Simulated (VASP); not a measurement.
Given:

```
CELL_PARAMETERS angstrom
      2.54452    -4.40723     0.00000
      2.54452     4.40723     0.00000
      0.00000     0.00000     5.77281
ATOMIC_POSITIONS crystal
  Ge 0.00000 0.45594 0.33333
  Ge 0.54406 0.54406 0.00000
  Ge 0.45594 0.00000 0.66667
  O  0.29799 0.39765 0.24162
  O  0.60235 0.90034 0.90829
  O  0.70201 0.09966 0.42505
  O  0.90034 0.60235 0.09171
  O  0.39765 0.29799 0.75838
  O  0.09966 0.70201 0.57495
```

The numbers are results of PBE GGA, VASP's PBE PAW potentials (set 64) (plane waves; VASP), not measurements. Run with 520 eV cut-off, 7×7×5 Γ-centred mesh, Gaussian smearing of 0.010 eV, potentials Ge_d O.

Give the direction-averaged independent-particle dielectric function (no local fields, no excitons; a broadening of 0.1 eV leaves a tail below the gap, and fine structure carries the noise of the k-mesh).

```csv
ħω (eV),ε₁,ε₂
0.00,3.30,0.00
0.30,3.30,0.00
0.70,3.32,0.01
1.10,3.34,0.01
1.50,3.39,0.01
1.90,3.45,0.02
2.30,3.54,0.03
2.70,3.66,0.04
3.00,3.80,0.06
3.40,4.09,0.14
3.80,4.41,0.36
4.20,4.40,1.01
4.60,4.25,1.10
5.00,4.28,1.73
5.40,3.99,2.47
5.80,2.99,2.12
6.10,3.30,1.90
6.50,2.86,2.38
6.90,2.52,1.64
7.30,2.81,1.57
7.70,2.88,1.54
8.10,3.29,1.36
8.50,3.79,2.08
8.90,3.67,2.82
9.20,3.15,3.41
9.60,2.69,3.11
10.00,2.52,3.64
10.40,1.69,3.80
10.80,1.05,3.11
11.20,1.34,2.67
11.60,0.84,3.20
12.00,0.45,2.36
```
ε₂ peaks at 5.5 eV (height 2.6), 6.4 eV (height 2.4), 10.4 eV (height 3.8), 11.5 eV (height 3.2); ε₁(0) averages 3.30, so the electronic refractive index below the gap tends to √3.30 = 1.82.

The compound is GeO2 in the quartz structure, a metastable form; rutile is stable. It was relaxed first, which changed the volume by +7 %.
